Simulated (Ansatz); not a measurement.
Ga:

```
CELL_PARAMETERS angstrom
-1.38440 1.38440 2.31122
1.38440 -1.38440 2.31122
1.38440 1.38440 -2.31122
ATOMIC_POSITIONS crystal
Ga 0.00000 0.00000 0.00000
```

This isn't the form of Ga at room conditions, which is orthorhombic.

Base run:

| Quantity | Value |
| --- | --- |
| Program | Ansatz 0.2.0 |
| Functional | PBE |
| Potentials or basis | Ansatz PAW |
| Cutoff | 420 eV (not typed: the program's choice for these potentials) |
| k mesh | 13 × 13 × 13 |
| Occupations | fermi-dirac, width 0.05 eV |
| Spin | no spin polarisation |

Its results: band gap on the k mesh none (metal or under the smearing width); pressure 3.5 GPa.

Problem. The run is repeated on the same cell with these changes: functional from PBE to LDA. What comes out?

Solution. Band gap on the k mesh none (metal or under the smearing width); pressure -2.4 GPa.

LDA binds more tightly than PBE, so the same cell stands under less pressure.

Caveats: the PAW data sets come from PBE, with cores solved anew for the run's functional, which leaves a small shift of forces and pressure (some runs).
